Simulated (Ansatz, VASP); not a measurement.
## One calculation of BN, two programs

POSCAR

```
BN
1.0
    2.5028608097      0.0000000000      0.0000000000
   -1.2514304049      2.1675410433      0.0000000000
    0.0000000000      0.0000000000      4.2268550000
B N
2 2
Direct
    0.6666666667      0.3333333333      0.9997240000
    0.3333333333      0.6666666667      0.4997240000
    0.6666666667      0.3333333333      0.6252760000
    0.3333333333      0.6666666667      0.1252760000
```

File INCAR.step1:

```
  PREC = Accurate
  ENCUT = 520
  ISMEAR = 0
  SIGMA = 0.05
  LREAL = False
  LASPH = True
  NELM = 80
  NBANDS = 16
  GGA = PE
  ALGO = Normal
  EDIFF = 1E-4
  LWAVE = True
  LCHARG = False
```

The input INCAR.step2:

```
  PREC = Accurate
  ENCUT = 520
  EDIFF = 1E-6
  ISMEAR = 0
  SIGMA = 0.05
  LREAL = False
  LASPH = True
  NELM = 80
  ALGO = Normal
  ISIF = 2
  LWAVE = False
  LCHARG = True
  METAGGA = R2SCAN
  LMIXTAU = True
  LELF = True
  LVHAR = True
  NBANDS = 16
  ISTART = 1
```

Contents of KPOINTS:

```
Automatic mesh
0
Gamma
  12 12 6
```

Input for Ansatz:

```yaml
crystal:
  lattice:
    - [2.5028608097, 0.0, 0.0]
    - [-1.2514304049, 2.1675410433, 0.0]
    - [0.0, 0.0, 4.226855]
  atoms:
    - { symbol: B, position: [0.6666666667, 0.3333333333, 0.999724] }
    - { symbol: B, position: [0.3333333333, 0.6666666667, 0.499724] }
    - { symbol: "N", position: [0.6666666667, 0.3333333333, 0.625276] }
    - { symbol: "N", position: [0.3333333333, 0.6666666667, 0.125276] }
basis:
  ecutwfc: 500
kpoints:
  mp_grid: { grid: [12, 12, 6] }
hamiltonian:
  xc: r2scan
scf:
  occupations: { method: gaussian, width: 0.05 }
output:
  forces: true
  stress: true
  eigenvalues: true
```

Change from the starting cell: strain -0.0200 x Voigt [1, 1, 0, 0, 0, 0], atoms carried along.

Alike in both runs: task single point; functional r2SCAN; k mesh 12 × 12 × 6; occupations gaussian, width 0.05 eV; no spin polarisation.

```csv
,VASP,Ansatz
version,VASP 6.6.1,Ansatz 0.2.0
potentials or method,"VASP PAW PBE potentials, release 64 (B, N)","scalar-relativistic, plane waves, PAW"
plane-wave cutoff (eV),520,500
valence electrons in the cell,16,16
```

```tsv
	VASP	Ansatz	Ansatz less VASP
gap on the k mesh at the Fermi level (eV)	5.59	5.62	+0.036
least direct gap on the mesh (eV)	8.76	8.79	+0.024
pressure (GPa)	12.9	11.7	-1.22
largest component of the traceless stress (GPa)	14.76	14.67	-0.084
rms of the force components (eV/Å)	0.012	0.007	-0.0051
```

Atom by atom the forces differ by 0.005 eV/Å (rms over components).

Caveats: the PAW data sets were made with another functional, which shifts forces and pressure a little (VASP). A k mesh can miss the band edges.
